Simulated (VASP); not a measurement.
# Mo4H (Pm-3m) in VASP: a series of runs

The runs below take Mo4H through single point, relaxation of cell and atoms, with PBE.

Everything below comes from runs of VASP 6.6.1. Logs are shortened: lines on timing, memory, paths and dates and some standing lists are left out, and cuts for length are marked.

**1. The cell of the first run**

The structure is cubic, space group Pm-3m (No. 221). Conventional cell: a = 4.041 Å, b = 4.041 Å, c = 4.041 Å, α = 90.00°, β = 90.00°, γ = 90.00°. Around H (site symmetry m-3m) lie 6 Mo at 2.02 Å. Mo (site symmetry 4/mmm) is surrounded by 2 H at 2.02 Å. Mo (site symmetry m-3m) has 12 Mo at 2.86 Å as nearest neighbours.

The cell was built by a generator and needn't be a form met in nature.

**2. Single point, PBE (species swapped into the Fe4N type (Pm-3m, No. 221))**

INCAR

```
  ALGO = Normal
  EDIFF = 1E-6
  ENCUT = 520
  GGA = PE
  ISIF = 2
  ISMEAR = 0
  LASPH = True
  LCHARG = True
  LELF = True
  LREAL = False
  LVHAR = True
  LWAVE = False
  NBANDS = 36
  NELM = 60
  PREC = Accurate
  SIGMA = 0.1
```

KPOINTS

```
k-points
0
Gamma
  10 10 10
```

POSCAR

```
Mo4H
1.0
    4.0406460038      0.0000000000      0.0000000000
    0.0000000000      4.0406460038      0.0000000000
    0.0000000000      0.0000000000      4.0406460038
H Mo
1 4
Direct
    0.5000000000      0.5000000000      0.5000000000
    0.0000000000      0.5000000000      0.5000000000
    0.5000000000      0.5000000000      0.0000000000
    0.5000000000      0.0000000000      0.5000000000
    0.0000000000      0.0000000000      0.0000000000
```

Potentials or basis: VASP PAW PBE potentials, release 64 (H, Mo_sv).

On the command line:

```bash
$ cat potpaw_PBE.64/H/POTCAR potpaw_PBE.64/Mo_sv/POTCAR > POTCAR
$ mpirun -np 1 vasp_std > vasp.out
```

OUTCAR:

```text
EDIFF = 1E-6
   ENCUT = 520
   GGA = PE
   ISIF = 2
   ISMEAR = 0
   LASPH = True
   LREAL = False
   NELM = 60
   PREC = Accurate

 ion  position               nearest neighbor table
   1  0.500  0.500  0.500-   2 2.02   3 2.02   4 2.02   3 2.02   4 2.02   2 2.02
   2  0.000  0.500  0.500-   1 2.02   1 2.02   4 2.86   5 2.86   3 2.86   5 2.86   4 2.86   5 2.86
                             5 2.86   3 2.86   3 2.86   4 2.86   3 2.86   4 2.86
   3  0.500  0.500  0.000-   1 2.02   1 2.02   4 2.86   5 2.86   2 2.86   2 2.86   4 2.86   4 2.86
                             5 2.86   4 2.86   2 2.86   5 2.86   2 2.86   5 2.86
   4  0.500  0.000  0.500-   1 2.02   1 2.02   3 2.86   5 2.86   3 2.86   5 2.86   2 2.86   2 2.86
                             3 2.86   3 2.86   2 2.86   5 2.86   5 2.86   2 2.86
   5  0.000  0.000  0.000-   2 2.86   3 2.86   4 2.86   2 2.86   4 2.86   2 2.86   3 2.86   2 2.86
                             3 2.86   4 2.86   4 2.86   3 2.86

  LATTYP: Found a simple cubic cell.
 ALAT       =     4.0406460038

  Lattice vectors:

 A1 = (   4.0406460038,   0.0000000000,   0.0000000000)
 A2 = (   0.0000000000,   4.0406460038,   0.0000000000)
 A3 = (   0.0000000000,   0.0000000000,   4.0406460038)

Analysis of symmetry for initial positions (statically):
=====================================================================
 Subroutine PRICEL returns:
 Original cell was already a primitive cell.

 Routine SETGRP: Setting up the symmetry group for a
 simple cubic supercell.

 Subroutine GETGRP returns: Found 48 space group operations
 (whereof 48 operations were pure point group operations)
 out of a pool of 48 trial point group operations.

The static configuration has the point symmetry O_h .

Analysis of symmetry for dynamics (positions and initial velocities):
=====================================================================
 Subroutine PRICEL returns:
 Original cell was already a primitive cell.

 Routine SETGRP: Setting up the symmetry group for a
 simple cubic supercell.

 Subroutine GETGRP returns: Found 48 space group operations
 (whereof 48 operations were pure point group operations)
 out of a pool of 48 trial point group operations.

The dynamic configuration has the point symmetry O_h .

 Subroutine INISYM returns: Found 48 space group operations
 (whereof 48 operations are pure point group operations),
 and found     1 'primitive' translations

----------------------------------------------------------------------------------------

                                     Primitive cell

  volume of cell :      65.9709

  direct lattice vectors                    reciprocal lattice vectors
     4.040646004  0.000000000  0.000000000     0.247485179  0.000000000  0.000000000
     0.000000000  4.040646004  0.000000000     0.000000000  0.247485179  0.000000000
     0.000000000  0.000000000  4.040646004     0.000000000  0.000000000  0.247485179

  length of vectors
     4.040646004  4.040646004  4.040646004     0.247485179  0.247485179  0.247485179

  position of ions in fractional coordinates (direct lattice)
     0.500000000  0.500000000  0.500000000
     0.000000000  0.500000000  0.500000000
     0.500000000  0.500000000  0.000000000
     0.500000000  0.000000000  0.500000000
     0.000000000  0.000000000  0.000000000

  ion indices of the primitive-cell ions
   primitive index   ion index
                 1           1
                 2           2
                 3           3
                 4           4
                 5           5

----------------------------------------------------------------------------------------

 KPOINTS: k-points

Automatic generation of k-mesh.
 Grid dimensions read from file:
 generate k-points for:   10   10   10

 Generating k-lattice:

  Cartesian coordinates                     Fractional coordinates (reciprocal lattice)
     0.024748518  0.000000000  0.000000000     0.100000000  0.000000000  0.000000000
     0.000000000  0.024748518  0.000000000     0.000000000  0.100000000  0.000000000
     0.000000000  0.000000000  0.024748518     0.000000000  0.000000000  0.100000000

  Length of vectors
     0.024748518  0.024748518  0.024748518

  Shift w.r.t. Gamma in fractional coordinates (k-lattice)
     0.000000000  0.000000000  0.000000000

 Subroutine IBZKPT returns following result:
 ===========================================

 Found     56 irreducible k-points:

 Following reciprocal coordinates:
            Coordinates               Weight
  0.000000  0.000000  0.000000      1.000000
  0.100000  0.000000  0.000000      6.000000
  0.200000  0.000000  0.000000      6.000000
  0.300000  0.000000  0.000000      6.000000
  0.400000  0.000000  0.000000      6.000000
  0.500000  0.000000  0.000000      3.000000
[... 16 lines left out ...]
  0.200000  0.100000  0.100000     24.000000
  0.300000  0.100000  0.100000     24.000000
 [... further k-points ...]
   k-points           NKPTS =     56   k-points in BZ     NKDIM =     56   number of bands    NBANDS=     36
   number of dos      NEDOS =    301   number of ions     NIONS =      5
   total plane-waves  NPLWV =  27000
   dimension x,y,z NGX =    30 NGY =   30 NGZ =   30
   dimension x,y,z NGXF=    60 NGYF=   60 NGZF=   60
   ions per type =               1   4
   NGX,Y,Z   is equivalent  to a cutoff of  12.34, 12.34, 12.34 a.u.
   NGXF,Y,Z  is equivalent  to a cutoff of  24.69, 24.69, 24.69 a.u.
 SYSTEM =  unknown system
   PREC   = accura    normal or accurate (medium, high low for compatibility)
   ISTART =      0    job   : 0-new  1-cont  2-samecut
   ICHARG =      2    charge: 1-file 2-atom 10-const
   ISPIN  =      1    spin polarized calculation?
   LNONCOLLINEAR =      F non collinear calculations
   LSORBIT =      F    spin-orbit coupling
   LASPH  =      T    aspherical Exc in radial PAW
   ENCUT  =  520.0 eV  38.22 Ry    6.18 a.u.   7.51  7.51  7.51*2*pi/ulx,y,z
   NELM   =     60;   NELMIN=  2; NELMDL= -5     # of ELM steps
   EDIFF  = 0.1E-05   stopping-criterion for ELM
   LREAL  =      F    real-space projection
[... 7 lines left out ...]
   TEBEG  =    0.0;   TEEND  =   0.0 temperature during run
   PSTRESS=    0.0 pullay stress
   NELECT =      57.0000    total number of electrons
   NUPDOWN=      -1.0000    fix difference up-down
   EMIN   =  10.00;   EMAX   =-10.00  energy-range for DOS
   EFERMI =   0.00;   METHOD = LEGACY
   ISMEAR =     0;   SIGMA  =   0.10  broadening in eV -4-tet -1-fermi 0-gaus
   EFERMI_NEDOS =   21; number of points for ismear=-14 and -15
   IALGO  =     38    algorithm
   IMIX   =      4    mixing-type and parameters
     AMIX     =   0.40;   BMIX     =  1.00
     AMIX_MAG =   1.60;   BMIX_MAG =  1.00
  volume/ion in A,a.u.               =      13.19        89.04
  Fermi-wavevector in a.u.,A,eV,Ry     =   1.559250  2.946555 33.079292  2.431259
  Thomas-Fermi vector in A             =   2.662635
   LORBIT       =      0    0 simple, 1 ext, 2 COOP (PROOUT), +10 PAW based schemes
   GGA     = PE    functional components
   LHFCALC =     F    Hartree Fock is set to
   AEXX    =    0.0000 exact exchange contribution
   IVDW    =     0    specifies the selected vdW correction
   LEPSILON=     F    determine dielectric tensor
   LRPA    =     F    only Hartree local field effects (RPA)
 non-spin polarized calculation
 Gauss-broadening in eV      SIGMA  =   0.10
  energy-cutoff  :      520.00
  volume of cell :       65.97
 maximum number of plane-waves:      1806
   NGX = 15   NGY = 15   NGZ = 15

 number of electron      56.9999996 magnetization

 Free energy of the ion-electron system (eV)
  ---------------------------------------------------
  ext. energy  EPLUGINS =         0.00000000
  ---------------------------------------------------
  free energy    TOTEN  =       -45.75367115 eV

  energy without entropy =      -45.72868959  energy(sigma->0) =      -45.74118037

 E-fermi :  11.6728     XC(G=0): -13.2188

 val. band max:       11.6629795689   @ k =   0.2000   0.2000   0.2000
 cond. band min:      11.6799868192   @ k =   0.4000   0.3000   0.1000
 fundamental gap:      0.0170072503
 Fermi energy:        11.6728217658

 k-point     1 :       0.0000    0.0000    0.0000
  band No.  band energies     occupation
      1     -49.0874      2.00000
      2     -48.8252      2.00000
      3     -48.8252      2.00000
      4     -48.8031      2.00000
      5     -23.6225      2.00000
      6     -23.6225      2.00000
[... 28 lines left out ...]
     35      15.9935      0.00000
     36      15.9935      0.00000

 k-point     2 :       0.1000    0.0000    0.0000
  band No.  band energies     occupation
      1     -49.0809      2.00000
      2     -48.8301      2.00000
      3     -48.8252      2.00000
      4     -48.8048      2.00000
      5     -23.6065      2.00000
      6     -23.6065      2.00000
[... 28 lines left out ...]
     35      15.7795      0.00000
     36      15.7805      0.00000

 k-point     3 :       0.2000    0.0000    0.0000
  band No.  band energies     occupation
      1     -49.0622      2.00000
      2     -48.8469      2.00000
      3     -48.8250      2.00000
      4     -48.8071      2.00000
      5     -23.5600      2.00000
      6     -23.5600      2.00000
[... 28 lines left out ...]
     35      15.1311      0.00000
     36      15.1722      0.00000
[... 742 lines left out ...]
 k-point    23 :       0.2000    0.1000    0.1000
  band No.  band energies     occupation
      1     -49.0506      2.00000
      2     -48.8464      2.00000
      3     -48.8315      2.00000
      4     -48.8126      2.00000
      5     -23.5483      2.00000
      6     -23.5252      2.00000
[... 28 lines left out ...]
     35      15.6325      0.00000
     36      15.7280      0.00000

 k-point    24 :       0.3000    0.1000    0.1000
  band No.  band energies     occupation
      1     -49.0227      2.00000
      2     -48.8730      2.00000
      3     -48.8313      2.00000
      4     -48.8140      2.00000
      5     -23.4950      2.00000
      6     -23.4619      2.00000
[... 28 lines left out ...]
     35      15.1491      0.00000
     36      15.3191      0.00000

 [... further k-points ...]

------------------------ aborting loop because EDIFF is reached ----------------------------------------

  FORCE on cell =-STRESS in cart. coord.  units (eV):
  Direction    XX          YY          ZZ          XY          YZ          ZX
  --------------------------------------------------------------------------------------
  -------------------------------------------------------------------------------------
  Total        0.1652445      0.1652445      0.1652445     -0.0000000     -0.0000000      0.0000000
  in kB        4.0131492      4.0131492      4.0131492     -0.0000000     -0.0000000      0.0000000
  external PRESSURE =       4.0131492 kB  Pullay stress =       0.0000000 kB

 VOLUME and BASIS-vectors are now :
 -----------------------------------------------------------------------------
  energy-cutoff  :      520.00
  volume of cell :       65.97
      direct lattice vectors                 reciprocal lattice vectors
     4.040646004  0.000000000  0.000000000     0.247485179  0.000000000  0.000000000
     0.000000000  4.040646004  0.000000000     0.000000000  0.247485179  0.000000000
     0.000000000  0.000000000  4.040646004     0.000000000  0.000000000  0.247485179

 POSITION                                       TOTAL-FORCE (eV/Angst)
 -----------------------------------------------------------------------------------
      2.02032      2.02032      2.02032         0.000000      0.000000      0.000000
      0.00000      2.02032      2.02032         0.000000      0.000000      0.000000
      2.02032      2.02032      0.00000         0.000000      0.000000      0.000000
      2.02032      0.00000      2.02032         0.000000      0.000000      0.000000
      0.00000      0.00000      0.00000         0.000000      0.000000      0.000000
 -----------------------------------------------------------------------------------
    total drift:                                0.000000      0.000000     -0.000000

  FREE ENERGIE OF THE ION-ELECTRON SYSTEM (eV)
  ---------------------------------------------------
  free  energy   TOTEN  =       -45.7536711542 eV

  energy  without entropy=      -45.7286895922  energy(sigma->0) =      -45.74118037
```

Run time: 54 s. Hardware: 1 thread of AMD EPYC 9R45 (Zen 5), shared host; peak memory 0.2 GiB.

What came out:

* Free energy: -45.7537 eV
* Pressure: 0.4 GPa
* Band gap on the k mesh: none (metal or under the smearing width)

**3. Relaxation of cell and atoms, PBE (species swapped into the Fe4N type (Pm-3m, No. 221))**

INCAR

```
PREC = Accurate ; ENCUT = 600
EDIFF = 1E-6 ; ISMEAR = 0
SIGMA = 0.1 ; LREAL = False
LASPH = True ; NELM = 100
ALGO = Normal ; ISIF = 3
LWAVE = False ; LCHARG = False
GGA = PE ; IBRION = 2
NSW = 100 ; EDIFFG = -0.01
```

KPOINTS

```
regular mesh
0
Gamma
  10 10 10
```

POSCAR, as its differences from that of step 2:

```diff
@@ -2,5 +2,5 @@
 1.0
-    4.0406460038      0.0000000000      0.0000000000
-    0.0000000000      4.0406460038      0.0000000000
-    0.0000000000      0.0000000000      4.0406460038
+    4.0449654728      0.0000000000      0.0000000000
+    0.0000000000      4.0449654728      0.0000000000
+    0.0000000000      0.0000000000      4.0449654728
 H Mo
```

Potentials or basis: VASP PAW PBE potentials, release 64 (H, Mo_sv).

On the command line:

```bash
$ cat potpaw_PBE.64/H/POTCAR potpaw_PBE.64/Mo_sv/POTCAR > POTCAR
$ mpirun -np 1 vasp_std > vasp.out
```

Wall time 2 min (1 thread of AMD EPYC 9R45 (Zen 5), shared host); peak memory 0.23 GiB.

The run converged. Its results:

```
Free energy                            : -45.7548 eV
Relaxed volume                         : 13.21 Å³/atom
Relaxed cell                           : a = 4.042 Å, b = 4.042 Å, c = 4.042 Å, α = 90.00°, β = 90.00°, γ = 90.00°
Space group after relaxing (to 0.05 Å) : Pm-3m (No. 221)
Energy gained by relaxing              : 0.0 meV/atom
Ionic steps                            : 3
Pressure after relaxing                : 0.0 GPa
Band gap on the k mesh                 : none (metal or under the smearing width)
```

Step by step:
```csv
step,energy change (eV),largest force (eV/Å),pressure (GPa),volume (Å³)
1,0.0000,0.0000,-0.45,66.18
2,0.0004,0.0000,0.86,65.83
3,-0.0002,0.0000,0.00,66.06
```

Final structure:
```yaml
crystal:
  lattice:
    - [4.04245, 0.00000, 0.00000]
    - [0.00000, 4.04245, 0.00000]
    - [0.00000, 0.00000, 4.04245]
  atoms:
    - { symbol: H, position: [0.50000, 0.50000, 0.50000] }
    - { symbol: Mo, position: [0.00000, 0.50000, 0.50000] }
    - { symbol: Mo, position: [0.50000, 0.50000, 0.00000] }
    - { symbol: Mo, position: [0.50000, 0.00000, 0.50000] }
    - { symbol: Mo, position: [0.00000, 0.00000, 0.00000] }
```

Levels at points of the mesh, in eV from the Fermi level:
```csv
k point,band 25,band 26,band 27,band 28,band 29,band 30,band 31,band 32
"(0.00, 0.00, 0.00)",-0.78,-0.78,1.75,1.75,3.52,3.52,3.52,3.65
"(0.50, 0.00, 0.00)",-1.87,-1.87,-0.51,0.04,0.97,1.05,1.05,1.09
"(0.50, 0.50, 0.00)",-1.87,-1.73,-1.73,-1.62,0.15,0.15,0.55,0.58
"(0.50, 0.50, 0.50)",-0.92,-0.92,-0.92,-0.85,-0.85,1.41,1.41,1.41
```
